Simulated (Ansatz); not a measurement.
Computed with DFT PBE, scalar-relativistic, plane waves, PAW in Ansatz. All cells share a 420 eV cutoff and Γ-centred k meshes spaced at most about 0.3 Å⁻¹ (about 0.25 or finer for metals, 2π included). No spin polarisation in the final relaxations.

These are static total energies at zero pressure.

Two relaxed structures of Be2H3:

1.

```xyz
5
Lattice="1.7651 1.0191 2.5818 -1.7651 1.0191 2.5818 0.0000 -2.0381 2.5818" Properties=species:S:1:pos:R:3 pbc="T T T"
Be    0.0000    0.0000    0.0000
Be    0.0000    0.0000    3.8726
H     0.0000   -1.0191    1.2909
H     0.8825    0.5095    1.2909
H    -0.8825    0.5095    1.2909
```

2.

```xyz
5
Lattice="1.8440 1.0646 3.0566 -1.8440 1.0646 3.0566 0.0000 -2.1293 3.0566" Properties=species:S:1:pos:R:3 pbc="T T T"
Be    0.0000    0.0000    6.2276
Be    0.0000    0.0000    3.8293
H     1.0378   -0.5992    6.8881
H     0.0000    1.1983    6.8881
H    -1.0378   -0.5992    6.8881
```

Question: Which is lower in energy, and by how much?

Answer: Cell 1 is lower, by 40 meV/atom. Cell 1 has space group R-3m (No. 166), 5.6 Å³/atom and no gap on its mesh; cell 2 has space group R3m (No. 160), 7.2 Å³/atom and no gap. Counting H atoms around Be (those within 1.25 times the shortest such distance or 1.15 times the sum of covalent radii, 1.27 where that leaves under three; the shortest distance is added where it exceeds 1.18 times the sum of covalent radii; a slash parts the counts of unlike sites), cell 1 has Be 6 and cell 2 has Be 3/6 from 1.8 Å. The denser one is the lower, and pressure would at first widen the difference. Even the lower one lies +0.47 eV/atom against the reference forms of the elements (uncorrected), so neither is stable at this level. In cell 1, around Be on its first site lie 6 H at 1.64 Å; Be on its second site is surrounded by 6 H at 1.77 Å; around H lie 2 Be at 1.64 Å, 4 H at 1.77 Å and 2 Be at 1.77 Å. In cell 2, Be on its first site has 3 H at 1.37 Å, 3 Be at 2.23 Å and 1 Be at 2.40 Å; around Be on its second site lie 6 H at 1.85 Å, 3 Be at 2.23 Å and 1 Be at 2.40 Å; around H lie 1 Be at 1.37 Å, 2 H at 1.61 Å and 2 Be at 1.85 Å. Both come from invented guesses. A third cell relaxed alike, in P1, lies 0.40 eV/atom below the lower of the two; the R-3m cell fell into it when its atoms were moved at random.

With hydrogen, zero-point motion can shift such differences by 10 meV/atom or more. A magnetic state wasn't ruled out in cells without spin, among them R-3m, R3m. Cells relaxed within their symmetry can be saddle points.
